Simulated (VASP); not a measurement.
Write the native input for VASP 6.6.1 that does the following.

* Task: single point
* Functional: RPBE
* Potentials or basis: VASP PAW PBE potentials, release 64 (Si)
* Cutoff: 520 eV
* k mesh: 9 × 9 × 14
* Occupations: fermi-dirac, width 0.1 eV
* Spin: no spin polarisation
* Dipole correction: no
* Further INCAR settings: ALGO = Fast; EDIFF = 1e-06; NBANDS = 13

The structure of Si lies in POSCAR:

```
Si
1.0
    4.3709984139      0.0000000000      0.0000000000
   -2.1854992070      3.7853956663      0.0000000000
    0.0000000000      0.0000000000      2.5022786265
Si
3
Direct
    0.0000000000      0.0000000000      0.0000000000
    0.3333333333      0.6666666667      0.5000000000
    0.6666666667      0.3333333333      0.5000000000
```

This isn't the form of Si at room conditions, which is diamond.

One way to write it, as run:

INCAR

```
  PREC = Accurate
  ENCUT = 520
  EDIFF = 1E-6
  ISMEAR = -1
  SIGMA = 0.1
  LREAL = False
  LASPH = True
  NELM = 60
  ALGO = Fast
  ISIF = 2
  LWAVE = False
  LCHARG = False
  GGA = RP
  NBANDS = 13
```

KPOINTS

```
regular mesh
0
Gamma
  9 9 14
```

Potentials or basis: VASP PAW PBE potentials, release 64 (Si).

Command:

```console
$ cat potpaw_PBE.64/Si/POTCAR > POTCAR
$ mpirun -np 1 vasp_std > vasp.out
```

It gave:

| Property | Result |
| --- | --- |
| Pressure | 8.6 GPa |
| Band gap on the k mesh | none (metal or under the smearing width) |

Caveat: the PAW data sets were made with another functional, which shifts forces and pressure a little.

It took 28 s on 1 thread of Intel(R) Xeon(R) 6975P-C (Granite Rapids), with other jobs on the host, peak memory 0.18 GiB.
